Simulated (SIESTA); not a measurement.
Runs of SIESTA 5.4.2 on CdSe (Cadmoselite). The structure is hexagonal, space group P6_3mc (No. 186). The conventional cell has a = 4.300 Å, b = 4.300 Å, c = 7.020 Å, α = 90.00°, β = 90.00°, γ = 120.00°. Around Cd (site symmetry 3m) lie 4 Se at 2.61 to 2.70 Å. Se (site symmetry 3m) has 4 Cd at 2.61 to 2.70 Å as nearest neighbours. 

```csv
task,level,potentials or basis,gap on the mesh (eV),pressure (GPa),V0 of scaled cells (Å³/atom),B0 (GPa),largest force (eV/Å)
band structure,PBEsol,"PseudoDojo 0.4 standard (PBEsol files), DZP (energy shift 0.003 Ry; two zetas on semicore shells)",0.81,0.4,-,-,0.31
single point,PBEsol,"PseudoDojo 0.4 standard (PBEsol files), DZP (energy shift 0.003 Ry; two zetas on semicore shells)",0.81,0.4,-,-,0.31
equation of state,LDA,"PseudoDojo 0.4 standard (LDA files), DZP (energy shift 0.003 Ry; two zetas on semicore shells)",-,-,27.32,(b),-
band structure,LDA,"PseudoDojo 0.4 standard (LDA files), DZP (energy shift 0.003 Ry; two zetas on semicore shells)",(a),-1.6,-,-,0.30
equation of state,PBEsol,"PseudoDojo 0.4 standard (PBEsol files), DZP (energy shift 0.003 Ry; two zetas on semicore shells)",-,-,28.29,54,-
```

Alike in all rows: no spin polarisation; cell as given; k mesh 7 × 7 × 4; smearing fermi-dirac 0.05 eV; grid cutoff 800 Ry; energy shift 0.003 Ry.

Q: Fill in the values left out.

A: (a) 0.66; (b) 59.

Caveats: the basis of atomic orbitals isn't converged, which shifts pressures, moduli and gaps; the cell was scaled at fixed shape and fractional positions, which overstates the stiffness of a crystal with free parameters, most of all of layers and chains (some runs).

A k mesh can miss the band edges, and the runs leave out spin-orbit coupling on Cd, Se.
